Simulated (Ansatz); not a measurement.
# KCl (Sylvite) in Ansatz: the effect of functional

The system is KCl (Sylvite).

```xyz
2
Lattice="0.0000 3.1039 3.1039 3.1039 0.0000 3.1039 3.1039 3.1039 0.0000" Properties=species:S:1:pos:R:3 pbc="T T T"
K     0.0000    0.0000    0.0000
Cl    3.1039    3.1039    3.1039
```

The cell isn't the ideal one: volume scaled by 0.96.

Alike in all runs:

```yaml
Program: Ansatz 0.2.0
Task: single point
Potentials_or_basis: Ansatz PAW
k_mesh: 7 × 7 × 7
Occupations: fermi-dirac, width 0.05 eV
Spin: no spin polarisation
```

```csv
functional,cutoff,gap on the mesh (eV),pressure (GPa)
LDA,420 eV (not typed: the program's choice for these potentials),?,?
PBEsol,420 eV (not typed: the program's choice for these potentials),5.16,0.3
r2SCAN,500 eV (not typed: the program's choice for these potentials),5.97,0.9
```

Problem. What does the run with functional LDA give?

Solution. gap on the mesh 4.88 eV; pressure -1.3 GPa.

Caveats: odd divisions of the mesh miss points on the zone boundary, where band edges often lie, so the gap on the mesh can be too wide; the PAW data sets come from PBE, with cores solved anew for the run's functional, which leaves a small shift of forces and pressure.

A k mesh can miss the band edges.

Runs at the PBE level aren't shown here.
